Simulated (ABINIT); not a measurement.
Crystal: BN.

```
CELL_PARAMETERS angstrom
2.55394 0.00000 0.00000
-1.27697 2.21178 0.00000
0.00000 0.00000 4.22685
ATOMIC_POSITIONS crystal
N 0.33333 0.66667 0.12528
N 0.66667 0.33333 0.62528
B 0.33333 0.66667 0.49972
B 0.66667 0.33333 0.99972
```

Measurements of this composition are mostly on another form, of space group No. 194.

Base run:

| Quantity | Value |
| --- | --- |
| Program | ABINIT 10.8.3 (patched build) |
| Functional | PBE |
| Potentials or basis | JTH PAW PBE v2.0 |
| Cutoff | 680 eV |
| k mesh | 12 × 12 × 6 |
| Occupations | fermi-dirac, width 0.05 eV |
| Spin | no spin polarisation |

Its results: band gap on the k mesh 5.19 eV, indirect (least direct gap 8.22 eV); largest force 0.014 eV/Å.

**Question.** The run is repeated on the same cell with these changes: potentials or basis from JTH PAW PBE v2.0 to PseudoDojo NC SR PBE v0.4.1 standard; cutoff from 680 eV to 952 eV; k mesh from 12 × 12 × 6 to 9 × 9 × 4. What comes out?

**Answer.** Band gap on the k mesh 5.27 eV, indirect (least direct gap 8.28 eV); largest force 0.015 eV/Å.

Caveats: an odd mesh through Γ misses points on the zone boundary, where band edges often lie (some runs).

Not every run made on this cell is shown here.
